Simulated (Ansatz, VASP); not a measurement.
SiGe2 in VASP and in Ansatz

```
CELL_PARAMETERS angstrom
3.99553 0.00000 0.00000
-1.99777 3.46023 0.00000
0.00000 0.00000 9.78713
ATOMIC_POSITIONS crystal
Si 0.33333 0.66667 0.79149
Si 0.66667 0.33333 0.20850
Ge 0.66667 0.33333 0.45588
Ge 0.00000 0.00000 0.12762
Ge 0.33333 0.66667 0.54412
Ge 0.00000 0.00000 0.87238
```

Alike in both runs: task single point; functional PBE; k mesh 6 × 6 × 2; occupations gaussian, width 0.1 eV; no spin polarisation.

|  | VASP | Ansatz |
| --- | --- | --- |
| version | VASP 6.6.1 | Ansatz 0.2.0 |
| potentials or method | VASP PAW PBE potentials, release 64 (Si, Ge_d) | scalar-relativistic, plane waves, PAW |
| plane-wave cutoff (eV) | 520 | 420 |
| valence electrons in the cell | 64 | 64 |

VASP gave:

| Quantity | Value |
| --- | --- |
| gap on the k mesh at the Fermi level (eV) | 0.47 |
| least direct gap on the mesh (eV) | 0.53 |
| pressure (GPa) | -0.1 |
| largest component of the traceless stress (GPa) | 0.26 |
| rms of the force components (eV/Å) | 0.006 |

**Question.** What did Ansatz give for the same quantities?

**Answer.** gap on the k mesh at the Fermi level (eV): 0.46; least direct gap on the mesh (eV): 0.52; pressure (GPa): -0.1; largest component of the traceless stress (GPa): 0.26; rms of the force components (eV/Å): 0.005.

Atom by atom the forces differ by 0.002 eV/Å (rms over components).
